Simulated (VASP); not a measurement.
From an Ansatz input to VASP: RbBr (strained zincblende)

Ansatz input

```yaml
crystal:
  lattice:
    - [0.0, 3.8694968646, 3.8114544117]
    - [3.8694968646, 0.0, 3.8114544117]
    - [3.8694968646, 3.8694968646, 0.0]
  atoms:
    - { symbol: Rb, position: [0.0, 0.0, 0.0] }
    - { symbol: Br, position: [0.25, 0.25, 0.25] }
kpoints:
  mp_grid: { grid: [6, 6, 6] }
  band_path:
    path:
      - [0.0, 0.0, 0.0]
      - [-0.5, -0.5, 0.0]
      - [-0.375, -0.375, 0.25]
      - [-0.375, 0.0, 0.375]
      - [0.0, 0.0, 0.5]
      - [-0.5, -0.25, 0.25]
      - [0.0, 0.5, 0.5]
    npoints: 1
hamiltonian:
  xc: pbe
scf:
  occupations: { method: fermi_dirac, width: 0.02 }
  n_extra_bands: 4
output:
  forces: true
  stress: true
  eigenvalues: true
```

Question: Translate this input to VASP.

Answer: 

INCAR

```
EDIFF = 1E-7
PREC = Accurate
GGA = PE
NSW = 0
NELM = 120
IBRION = -1
ISIF = 2
NBANDS = 15
ISMEAR = -1
LREAL = .FALSE.
LWAVE = .FALSE.
LCHARG = .FALSE.
ENCUT = 520
LASPH = .TRUE.
SIGMA = 0.02
```

KPOINTS

```
KPOINTS created by Atomic Simulation Environment
0
Gamma
6 6 6
0 0 0
```

KPOINTS_OPT

```
special points
7
Reciprocal
0.0000000000 0.0000000000 0.0000000000 1
-0.5000000000 -0.5000000000 0.0000000000 1
-0.3750000000 -0.3750000000 0.2500000000 1
-0.3750000000 0.0000000000 0.3750000000 1
0.0000000000 0.0000000000 0.5000000000 1
-0.5000000000 -0.2500000000 0.2500000000 1
0.0000000000 0.5000000000 0.5000000000 1
```

POSCAR

```
Rb Br
 1.0000000000000000
     0.0000000000000000    3.8694968645999999    3.8114544117000002
     3.8694968645999999    0.0000000000000000    3.8114544117000002
     3.8694968645999999    3.8694968645999999    0.0000000000000000
 Rb  Br
   1   1
Cartesian
  0.0000000000000000  0.0000000000000000  0.0000000000000000
  1.9347484322999999  1.9347484322999999  1.9057272058500001
```

VASP ran with the recommended PBE PAW datasets (16 valence electrons in the cell). Other inputs would serve too.

```tsv
	Ansatz	VASP
gap between bands v and c	4.09 eV	4.09 eV
least direct gap	4.19 eV	4.19 eV
pressure	0.3 GPa	0.3 GPa
```

Datasets and cutoffs are each program's own. VASP's cell holds 16 valence electrons and Ansatz's 16. Ansatz's stress includes a Pulay correction; VASP's doesn't.
